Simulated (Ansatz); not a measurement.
**BaZrO$_{3}$ under strain**

Level of theory: Ansatz 0.2.0, DFT PBE, scalar-relativistic, plane waves, PAW. (420 eV cutoff, 6×6×6 k-mesh, Gaussian smearing of 0.02 eV, no spin polarisation)

Starting point, cell and atoms relaxed:

```
CELL_PARAMETERS angstrom
4.22681 0.00000 0.00000
0.00000 4.22681 0.00000
0.00000 0.00000 4.22681
ATOMIC_POSITIONS crystal
Ba 0.00000 0.00000 0.00000
Zr 0.50000 0.50000 0.50000
O 0.50000 0.00000 0.50000
O 0.50000 0.50000 0.00000
O 0.00000 0.50000 0.50000
```

Deformation: c alone is stretched, the rest of the cell is held and the atoms relax, all within the symmetry that the strain leaves. Energies are extrapolated to zero smearing. Stress is positive in compression, on the Cartesian axes of the cell above. Gaps are Kohn–Sham gaps over the whole zone.

Spin-orbit coupling is left out, which matters for the bands and energies of heavy elements.

Strains computed: -4.5, -3.0, -1.5, +1.5, +3.0, +4.5 %.

**Question.** At which strain does the energy stand 33.0 meV/atom over the relaxed crystal with σxx = 4.01, σyy = 4.01, σzz = 16.80 GPa?

**Answer.** -4.5 %. The gap there is 3.12 eV against 3.18 unstrained.

Symmetry holds off the tilts and polar distortions that many cubic perovskites undergo.